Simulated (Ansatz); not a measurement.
**TiCo: changing the strain (εxy = 0.5 s)**

```
Co Ti
1.0
     2.98611    0.00000    0.00000
     0.00000    2.98611    0.00000
     0.00000    0.00000    2.98611
Co Ti
1 1
Direct
  0.50000 0.50000 0.50000
  0.00000 0.00000 0.00000
```

The cell comes from a database or a generator and needn't be the stable form of this composition.

Kept alike: task band structure; functional PBE; k mesh 8 × 8 × 8; occupations fermi-dirac, width 0.05 eV; collinear spin, ferromagnetic start. Program: Ansatz, Ansatz PAW, cutoff 420 eV. The mesh is that of the run's cell of 2 atoms. No spin-orbit coupling.

| run | stress xy (GPa) | free energy over the lowest row (meV/atom) |
| --- | --- | --- |
| A | 0.00 | 0.00 |
| B | -0.62 | 0.26 |
| C | 0.62 | 0.26 |

Stress is positive in compression, with a Pulay correction for the finite cutoff. The cell shown is the unstrained one; x, y and z are its Cartesian axes; atoms keep their fractions. For a metal such a mesh leaves the last digits unconverged. Shear stress takes the same sign, opposite to σ = Cε, so its slope is minus the stiffness. The runs hold the magnetic state that their start led to, which needn't be the lowest.

Problem. The runs differ in the strain (εxy = 0.5 s) alone: -0.01; 0; 0.01. Which run is which?

Solution. Run A is 0; run B is 0.01; run C is -0.01. The stress xy falls from 0.62 to -0.62 GPa between -0.01 and 0.01. The free energy is lowest at 0, and 0.26 meV an atom higher at -0.01; 0.01.
